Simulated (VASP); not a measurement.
Set up this calculation in VASP 6.6.1, as the native input.

* Task: single point
* Functional: PBEsol
* Potentials or basis: VASP PAW PBE potentials, release 64 (Te, Pb_d)
* Cutoff: 520 eV
* k mesh: 8 × 8 × 8
* Occupations: gaussian, width 0.05 eV
* Spin: no spin polarisation
* Dipole correction: no
* Further INCAR settings: ALGO = Normal; EDIFF = 1e-06; NBANDS = 17

The structure of TePb lies in POSCAR:

```
TePb
1.0
    0.0000000000      3.2270000000      3.2270000000
    3.2270000000      0.0000000000      3.2270000000
    3.2270000000      3.2270000000      0.0000000000
Te Pb
1 1
Direct
    0.5000000000      0.5000000000      0.5000000000
    0.0929656027     -0.0929656027     -0.0929656027
```

Measurements of this composition are mostly on another form, of space group No. 225.

The cell isn't the ideal one: atom 2 (Pb) moved by (-0.600, +0.000) A along x and z.

The input as run:

INCAR

```
SYSTEM = TePb
  ALGO = Normal
  EDIFF = 1E-6
  ENCUT = 520
  GGA = PS
  ISIF = 2
  ISMEAR = 0
  LASPH = .True.
  LCHARG = .False.
  LREAL = .False.
  LWAVE = .False.
  NBANDS = 17
  NELM = 80
  PREC = Accurate
  SIGMA = 0.05
```

KPOINTS

```
k-points
0
Gamma
  8 8 8
  0 0 0
```

Potentials or basis: VASP PAW PBE potentials, release 64 (Te, Pb_d).

Command:

```console
$ cat potpaw_PBE.64/Te/POTCAR potpaw_PBE.64/Pb_d/POTCAR > POTCAR
$ mpirun -np 1 vasp_std > vasp.out
```

It gave:

```json
{
  "Pressure": "5.3 GPa",
  "Largest force": "2.832 eV/Å",
  "Band gap on the k mesh": "1.37 eV, indirect (least direct gap 1.50 eV)"
}
```

Caveat: the PAW data sets were made with another functional, which shifts forces and pressure a little; spin-orbit coupling is left out, which as a rule narrows the gap of such compounds by several tenths of an eV.

Run time: 62 s on 1 thread of AMD EPYC 7R13 Processor (Zen 3), with other jobs on the host, peak memory 0.2 GiB.
